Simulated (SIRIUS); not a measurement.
Wanted: the native input for a SIRIUS 7.12.0 run.

```yaml
Task: single point
Functional: PBE
Potentials_or_basis: PseudoDojo 0.4.1 PBE standard (scalar relativistic)
Cutoff: 1152 eV
Density_cutoff: 4606 eV
k_mesh: 10 × 10 × 10
Occupations: fermi-dirac, width 0.05 eV
Spin: no spin polarisation
Libxc_names: "[\"XC_GGA_X_PBE\", \"XC_GGA_C_PBE\"]"
Energy_tol: 1e-08 Ha
Density_tol: 1e-06
Mixer: anderson
Mixing_beta: 0.7
Max_scf: 100
Radial_cutoff_for_the_potentials'_integrals: 6.5 bohr
```

TaN:

```
Ta N
1.0
     0.00000    2.21132    2.21132
     2.21132    0.00000    2.21132
     2.21132    2.21132    0.00000
Ta N
1 1
Cartesian
  2.2113 2.2113 2.2113
  0.0000 0.0000 0.0000
```

The cell comes from a database or a generator and needn't be the stable form of this composition.

The input as run:

sirius.json

```json
{
  "control": {
    "processing_unit": "cpu",
    "verbosity": 2,
    "num_bands_to_print": 16,
    "print_forces": true,
    "print_stress": true
  },
  "parameters": {
    "electronic_structure_method": "pseudopotential",
    "xc_functionals": ["XC_GGA_X_PBE", "XC_GGA_C_PBE"],
    "gk_cutoff": 9.2,
    "pw_cutoff": 18.4,
    "ngridk": [10, 10, 10],
    "shiftk": [0, 0, 0],
    "smearing": "fermi_dirac",
    "smearing_width": 0.0018374661,
    "num_bands": 16,
    "num_mag_dims": 0,
    "num_dft_iter": 100,
    "energy_tol": 1e-08,
    "density_tol": 1e-06
  },
  "iterative_solver": {
    "type": "davidson",
    "min_tolerance": 1e-10
  },
  "mixer": {
    "type": "anderson",
    "beta": 0.7,
    "max_history": 8
  },
  "settings": {
    "tol_ne": 1e-10,
    "pseudo_grid_cutoff": 6.5
  },
  "unit_cell": {
    "lattice_vectors": [
      [0.0, 4.178794843086, 4.178794843086],
      [4.178794843086, 0.0, 4.178794843086],
      [4.178794843086, 4.178794843086, 0.0]
    ],
    "atom_coordinate_units": "lattice",
    "atom_types": ["Ta", "N"],
    "atom_files": {
      "N": "N.json",
      "Ta": "Ta.json"
    },
    "atoms": {
      "Ta": [
        [0.5, 0.5, 0.5]
      ],
      "N": [
        [0.0, 0.0, 0.0]
      ]
    }
  }
}
```

Potentials or basis: PseudoDojo 0.4.1 PBE standard (scalar relativistic).

Run with:

```console
$ upf_to_json N.upf
$ upf_to_json Ta.upf
$ OMP_NUM_THREADS=1 sirius.scf --input=sirius.json --output=out.json --task=0
```

Results of the run:

* Pressure: -1.6 GPa
* Band gap on the k mesh: none (metal or under the smearing width)

Wall time 30 s on 1 thread of Intel(R) Xeon(R) Platinum 8488C (Sapphire Rapids) (shared host), peak memory 0.28 GiB.
